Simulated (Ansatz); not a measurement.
The system is W.

```xyz
4
Lattice="2.8097 0.0000 0.0000 0.0000 4.8639 0.0000 0.0000 0.0000 4.9237" Properties=species:S:1:pos:R:3 pbc="T T T"
W     2.2285    4.5567    3.6928
W     0.5811    2.1247    3.6928
W     0.5811    0.3072    1.2309
W     2.2285    2.7391    1.2309
```

This isn't the form of W at room conditions, which is bcc.

```yaml
Program: Ansatz 0.2.0
Task: relaxation of the atoms
Functional: PBE
Potentials_or_basis: Ansatz PAW
Cutoff: "420 eV (not typed: the program's choice for these potentials)"
k_mesh: 7 × 5 × 5
Occupations: fermi-dirac, width 0.05 eV
Spin: no spin polarisation
```

At the start: volume 16.82 Å³/atom.

**Question.** Where does the relaxation end?

**Answer.** Over 5 steps the energy falls by 126.6 meV/atom; space group I4/mmm (No. 139, to 0.05 Å).

The path:
```
step  energy change (eV)  largest force (eV/Å)
   1              0.0000                0.0220
   2             -0.0018                0.0726
   3             -0.0468                0.4028
   4             -0.4069                0.5012
   5             -0.5065                0.0088
```

Final structure:
```cif
data_structure
_symmetry_space_group_name_H-M 'P 1'
_symmetry_Int_Tables_number 1
_cell_length_a 2.8097
_cell_length_b 4.8639
_cell_length_c 4.9237
_cell_angle_alpha 90.000
_cell_angle_beta 90.000
_cell_angle_gamma 90.000
_cell_volume 67.29
loop_
_atom_site_label
_atom_site_type_symbol
_atom_site_fract_x
_atom_site_fract_y
_atom_site_fract_z
_atom_site_occupancy
W1 W 0.75031 0.99973 0.75000 1
W2 W 0.24969 0.49973 0.75000 1
W3 W 0.24969 0.00027 0.25000 1
W4 W 0.75031 0.50027 0.25000 1
```

Caveat: the thresholds are loose for stress.
